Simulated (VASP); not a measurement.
A run of VASP 6.6.1 is set up as follows.

Contents of INCAR:

```
  PREC = Accurate
  ENCUT = 520
  EDIFF = 1E-6
  ISMEAR = 0
  SIGMA = 0.02
  LREAL = F
  LASPH = T
  NELM = 60
  ALGO = Normal
  ISIF = 2
  LWAVE = F
  LCHARG = F
  LNONCOLLINEAR = T
  MAGMOM = 0 0 0 0 0 0 0 0 0 0 0 0
  LORBIT = 11
  LSORBIT = T
  GGA_COMPAT = F
  METAGGA = R2SCAN
  LMIXTAU = T
  KPAR = 2
```

KPOINTS

```
regular mesh
0
Gamma
  8 8 4
```

POSCAR

```
GaN
1.0
    3.1800000000      0.0000000000      0.0000000000
   -1.5900000000      2.7539607840      0.0000000000
    0.0000000000      0.0000000000      5.1660000000
Ga N
2 2
Direct
    0.6666666667      0.3333333333      0.5000000000
    0.3333333333      0.6666666667      0.0000000000
    0.6666666667      0.3333333333      0.8750000000
    0.3333333333      0.6666666667      0.3750000000
```

File KPOINTS_OPT:

```
path GMKGALHA,LM,KH
20
line-mode
reciprocal
 0.0000000000  0.0000000000  0.0000000000  G
 0.5000000000  0.0000000000  0.0000000000  M

 0.5000000000  0.0000000000  0.0000000000  M
 0.3333333333  0.3333333333  0.0000000000  K

 0.3333333333  0.3333333333  0.0000000000  K
 0.0000000000  0.0000000000  0.0000000000  G

 0.0000000000  0.0000000000  0.0000000000  G
 0.0000000000  0.0000000000  0.5000000000  A

 0.0000000000  0.0000000000  0.5000000000  A
 0.5000000000  0.0000000000  0.5000000000  L

 0.5000000000  0.0000000000  0.5000000000  L
 0.3333333333  0.3333333333  0.5000000000  H

 0.3333333333  0.3333333333  0.5000000000  H
 0.0000000000  0.0000000000  0.5000000000  A

 0.5000000000  0.0000000000  0.5000000000  L
 0.5000000000  0.0000000000  0.0000000000  M

 0.3333333333  0.3333333333  0.0000000000  K
 0.3333333333  0.3333333333  0.5000000000  H
```

Potentials or basis: VASP PAW PBE potentials, release 64 (Ga_d, N).

The run is started by

```bash
$ cat potpaw_PBE.64/Ga_d/POTCAR potpaw_PBE.64/N/POTCAR > POTCAR
$ mpirun -np 2 vasp_ncl > vasp.out
```

Question: What does it give for the largest force?

Answer: 0.137 eV/Å.

Question: Estimate the pressure.

Answer: 2.2 GPa.

Forces on the atoms (eV/Å):
```
Ga   0.000  0.000 -0.137
Ga   0.000  0.000 -0.137
N    0.000  0.000  0.137
N    0.000  0.000  0.137
```

Caveat: the PAW data sets were made with another functional, which shifts forces and pressure a little.
